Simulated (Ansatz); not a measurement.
Zinc-blende AlSb was calculated with BLYP (plane waves, PAW; Ansatz, a quantum-chemistry and plane-wave program).

Run with plane-wave cutoff 520 eV, 10×10×10 k mesh, Fermi–Dirac smearing 0.01 eV, scalar-relativistic PAW data made under PBE.

Energies at three volumes about the minimum:

```json
[
 {"V (Å³/atom)": "30.880", "E − E_lowest (meV/atom)": "1.69"},
 {"V (Å³/atom)": "31.511", "E − E_lowest (meV/atom)": "0.00"},
 {"V (Å³/atom)": "32.141", "E − E_lowest (meV/atom)": "1.63"}
]
```

Problem. Fit a parabola by hand: where is the minimum, what lattice constant follows, and what is the bulk modulus?

Solution. Slopes: (0.00 − 1.69)/(31.511 − 30.880) = -2.678 and (1.63 − 0.00)/(32.141 − 31.511) = 2.587 meV/Å³. Curvature E″ = 2 × (2.587 − (-2.678))/(32.141 − 30.880) = 8.351 meV/Å⁶. From the middle of the first interval, the slope vanishes at V0 = 31.1955 − (-2.678)/8.351 = 31.516 Å³/atom. B = V0 E″ = 31.516 × 8.351 meV/Å³ × 0.1602 GPa per meV/Å³ = 42.2 GPa. With 8 atoms in the cube, a = (8 × 31.516)^(1/3) = 6.317 Å. The full Birch–Murnaghan fit to all volumes gives V0 = 31.504 Å³/atom and B0 = 42.2 GPa.

Measured, for comparison: bulk modulus 58.2 GPa (temperature not stated, no zero-point or thermal correction; as tabulated in Toher et al. (2017), arXiv:1611.05714); lattice constant a 6.128 Å (low temperature, thermal expansion removed or low-temperature value; zero-point expansion not removed; as tabulated in Zhang et al. (2018), doi:10.1088/1367-2630/aac7f0). Computed less measured: bulk modulus -27 %.
